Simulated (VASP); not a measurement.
Runs of VASP 6.6.1 on V. Symmetry: Pm-3m, No. 221, cubic system. The conventional cell has a = 2.463 Å, b = 2.463 Å, c = 2.463 Å, α = 90.00°, β = 90.00°, γ = 90.00°. Around V (site symmetry m-3m) lie 6 V at 2.46 Å. The cell was built by a generator and needn't be a form met in nature.

```csv
task,cell,k mesh,cutoff (eV),gap on the mesh (eV),pressure (GPa)
relaxation of cell and atoms,relaxed,13 × 13 × 13,600,none,0.0
single point,"Pm-3m, 13.87 Å³/atom",14 × 14 × 14,520,none,(a)
single point,"Pm-3m, 15.07 Å³/atom",13 × 13 × 13,520,none,0.3
single point,"Pm-3m, 15.07 Å³/atom",21 × 21 × 21,520,none,0.7
```

Alike in all rows: level RPBE; potentials or basis VASP PAW PBE potentials, release 64 (V_sv); no spin polarisation; smearing fermi-dirac 0.1 eV.

Estimate the missing entries.

(a) 13.3.

Caveats: the PAW data sets were made with another functional, which shifts forces and pressure a little.

A gap of «none» marks a metal or a gap under the smearing width.
